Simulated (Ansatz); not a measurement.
## TiC: relaxation of cell and atoms

All numbers below come from Ansatz 0.2.0, DFT, PBE, PAW with Ansatz's default frozen-core files, scalar-relativistic.

Command: `ansatz run input.yaml --threads 1 --pin off --max-ram 2048MiB --backend cpu --events-out ev --progress --plain --runs-dir out` The run took 57 s on 1 thread of Arm Neoverse V1, on a shared host, peak memory 0.38 GiB.

```yaml
crystal:
  lattice:
    - [2.9705734512, 0.0, 0.0]
    - [-1.4852867256, 2.5725920725, 0.0]
    - [0.0, 0.0, 2.9111619821]
  atoms:
    - { symbol: Ti, position: [0.0, 0.0, 0.0] }
    - { symbol: C, position: [0.3333333333, 0.6666666667, 0.5] }
kpoints:
  mp_grid: { grid: [16, 16, 14] }
scf:
  occupations: { method: fermi_dirac, width: 0.08 }
hamiltonian:
  xc: pbe
  pseudopotentials: { kind: paw }
output:
  forces: true
  stress: true
relax:
  f_tol: 0.005
  max_steps: 80
  cell: {}
```

The cell is built from the WC type as a first guess.

The cutoff is 420 eV; energies and pressures of the walk include the program's estimate of the Pulay term.

Each frame lists the cell vectors (Å), then Cartesian positions (Å); symmetry keeps all forces zero. Free energies count from the first step, -2750.7530 eV.

The walk took 9 evaluations in all; steps that aren't listed are left out.

Step 1: E = 0.0 meV, P = -8.40 GPa

```
cell 2.9706 0.0000 0.0000 -1.4853 2.5726 0.0000 0.0000 0.0000 2.9112
Ti    0.0000    0.0000    0.0000
C     0.0000    1.7151    1.4556
```

Step 2:

```
cell 3.0160 0.0000 0.0000 -1.5080 2.6120 0.0000 0.0000 0.0000 2.7693
Ti    0.0000    0.0000    0.0000
C     0.0000    1.7413    1.3847
```

Step 3: E = -164.2 meV, P = 1.00 GPa

```
cell 3.0341 0.0000 0.0000 -1.5170 2.6276 0.0000 0.0000 0.0000 2.6991
Ti    0.0000    0.0000    0.0000
C     0.0000    1.7517    1.3496
```

Step 4: E = -164.5 meV, P = -0.33 GPa

```
cell 3.0453 0.0000 0.0000 -1.5227 2.6373 0.0000 0.0000 0.0000 2.6973
Ti    0.0000    0.0000    0.0000
C     0.0000    1.7582    1.3486
```

Task: Give the energy, pressure of step 2.

Result: E = -146.7 meV, P = -2.95 GPa
```
Ti    0.0000    0.0000    0.0000
C     0.0000    1.7413    1.3847
```

Task: How does the relaxation end?

Result: It converges, with a = 3.045 Å, b = 3.045 Å, c = 2.694 Å, α = 90.00°, β = 90.00°, γ = 120.00° (conventional cell, space group P-6m2). The last solve (on a basis chosen afresh for the final cell, so its energy is not quite comparable) gives E = -164.8 meV, P = 0.00 GPa:
```
cell 3.0453 0.0000 0.0000 -1.5226 2.6373 0.0000 0.0000 0.0000 2.6939
Ti    0.0000    0.0000    0.0000
C     0.0000    1.7582    1.3470
```
